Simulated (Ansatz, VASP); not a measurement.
## Sb in VASP and in Ansatz

```xyz
1
Lattice="3.2850 0.0000 0.0000 -1.6425 2.8449 0.0000 0.0000 0.0000 3.1179" Properties=species:S:1:pos:R:3 pbc="T T T"
Sb    0.0000    0.0000    0.0000
```

Alike in both runs: functional PBE; k mesh 21 × 21 × 18; occupations gaussian, width 0.1 eV; no spin polarisation.

Ansatz relaxed the structure, and its values are those at the end. VASP's run is a single point on that final structure, the one shown.

|  | VASP | Ansatz |
| --- | --- | --- |
| version | VASP 6.6.1 | Ansatz 0.2.0 |
| potentials or method | VASP PAW PBE potentials, release 64 (Sb) | scalar-relativistic, plane waves, PAW |
| plane-wave cutoff (eV) | 520 | 420 |
| valence electrons in the cell | 5 | 15 |

|  | VASP | Ansatz | Ansatz less VASP |
| --- | --- | --- | --- |
| gap on the k mesh at the Fermi level (eV) | none | none | - |
| pressure (GPa) | -0.1 | 0.0 | +0.07 |

A gap of «none» marks a metal or a gap that the smearing closes. The functional is the same, so the differences come from potentials, cutoffs and numerics. The two sets of potentials don't hold the same shells in valence.

The runs have no spin-orbit coupling, so splittings on Sb are missing.
